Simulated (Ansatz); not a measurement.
The system is Si2Mo.

```
Mo Si
1.0
     4.58547    0.00000    0.00000
    -2.29274    3.97113    0.00000
     0.00000    0.00000    6.57976
Mo Si
3 6
Direct
  0.50000 0.50000 0.83333
  0.00000 0.50000 0.16667
  0.50000 0.00000 0.50000
  0.16387 0.32775 0.50000
  0.67225 0.83613 0.16667
  0.83613 0.16387 0.83333
  0.83613 0.67225 0.50000
  0.32775 0.16387 0.16667
  0.16387 0.83613 0.83333
```

Measurements of this composition are mostly on another form, of space group No. 139.

| Item | Value |
| --- | --- |
| Program | Ansatz 0.2.0 |
| Task | relaxation of cell and atoms |
| Functional | revPBE |
| Dispersion | D3(BJ) |
| Potentials or basis | Ansatz PAW |
| Cutoff | 420 eV (not typed: the program's choice for these potentials) |
| k mesh | 7 × 7 × 4 |
| Occupations | fermi-dirac, width 0.05 eV |
| Spin | no spin polarisation |

At the start: volume 13.31 Å³/atom.

Problem. How do energy, volume and symmetry change on relaxing?

Solution. It ends after 5 steps and the volume is 12.80 Å³/atom (-3.8 %); space group P6_222 (No. 180, to 0.05 Å).

Step by step:
| step | energy change (eV) | largest force (eV/Å) | volume (Å³) |
| --- | --- | --- | --- |
| 1 | 0.0000 | 0.0092 | 119.81 |
| 2 | -0.1154 | 0.0780 | 114.02 |
| 3 | -0.1255 | 0.0099 | 115.33 |
| 4 | -0.1256 | 0.0025 | 115.24 |
| 5 | -0.1245 | 0.0025 | 115.24 |

Final structure:
```xyz
9
Lattice="4.5234 0.0000 0.0000 -2.2617 3.9174 0.0000 0.0000 0.0000 6.5035" Properties=species:S:1:pos:R:3 pbc="T T T"
Mo    1.1309    1.9587    5.4196
Mo   -1.1309    1.9587    1.0839
Mo    2.2617    0.0000    3.2518
Si    0.0000    1.2840    3.2518
Si    1.1497    3.2754    1.0839
Si    3.4114    0.6420    5.4196
Si    2.2617    2.6333    3.2518
Si    1.1120    0.6420    1.0839
Si   -1.1497    3.2754    5.4196
```

Caveat: the plane-wave basis is chosen anew once the cell has moved, so the energies of steps on either side of that aren't comparable; the PAW data sets come from PBE, with cores solved anew for the run's functional, which leaves a small shift of forces and pressure.
